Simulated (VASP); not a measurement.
Here is a VASP 6.6.1 calculation.

Contents of INCAR:

```
SYSTEM = Mn
PREC = Accurate
ENCUT = 520
EDIFF = 1E-7
ISMEAR = -1
SIGMA = 0.1
LREAL = .False.
LASPH = .True.
NELM = 80
ALGO = Normal
ISIF = 2
LWAVE = .False.
LCHARG = .False.
GGA = B5
ALDAX = 1.0
AGGAX = 1.0
AGGAC = 1.0
ALDAC = 0.0
NBANDS = 12
```

KPOINTS

```
regular mesh
0
Gamma
  15 15 15
  0 0 0
```

File POSCAR:

```
Mn
1.0
    2.3749924407      0.0000000000      0.0000000000
    0.0000000000      2.3749924407      0.0000000000
    0.0000000000      0.0000000000      2.3749924407
Mn
1
Direct
    0.0000000000      0.0000000000      0.0000000000
```

Potentials or basis: VASP PAW PBE potentials, release 64 (Mn_pv).

Run with:

```console
$ cat potpaw_PBE.64/Mn_pv/POTCAR > POTCAR
$ mpirun -np 1 vasp_std > vasp.out
```

Task: Predict the band gap on the k mesh.

Result: None (metal or under the smearing width).

Task: Estimate the pressure.

Result: -12.1 GPa.

Caveat: the PAW data sets were made with another functional, which shifts forces and pressure a little; the run has no spin polarisation, though such a crystal can be magnetic. Spin polarisation is off, so any magnetic state and its effect on volume and gap are missing.
